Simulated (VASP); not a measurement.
A run of VASP 6.6.1 is set up as follows.

Contents of INCAR:

```
ALGO = Normal ; EDIFF = 1E-8
ENCUT = 600 ; GGA = PS
IBRION = 8 ; ISIF = 2
ISMEAR = 0 ; LASPH = True
LCHARG = False ; LEPSILON = True
LREAL = False ; LWAVE = False
NELM = 80 ; NSW = 1
PREC = Accurate ; SIGMA = 0.02
```

The input KPOINTS:

```
k-points
0
Gamma
  14 14 14
```

Contents of POSCAR:

```
Si
1.0
    0.0000000000      2.7176300000      2.7176300000
    2.7176300000      0.0000000000      2.7176300000
    2.7176300000      2.7176300000      0.0000000000
Si
2
Direct
    0.5000000000      0.5000000000      0.5000000000
    0.7500000000      0.7500000000      0.7500000000
```

Potentials or basis: VASP PAW PBE potentials, release 64 (Si).

Command:

```console
$ cat potpaw_PBE.64/Si/POTCAR > POTCAR
$ mpirun -np 1 vasp_std > vasp.out
```

Task: What does it give for the electronic dielectric tensor (diagonal)?

Result: 13.39.

Task: What does it give for the Born charges (mean of the diagonal)?

Result: Si +0.00 e.

Task: Predict the band gap on the k mesh.

Result: 0.46 eV, indirect (least direct gap 2.52 eV).

Born effective charge tensors (e):
atom 1, Si
```
0.00 0.00 0.00
0.00 0.00 0.00
0.00 0.00 0.00
```
atom 2, Si
```
0.00 0.00 0.00
0.00 0.00 0.00
0.00 0.00 0.00
```

Caveat: the gap is small at this level, which inflates the dielectric constant. A k mesh can miss the band edges.
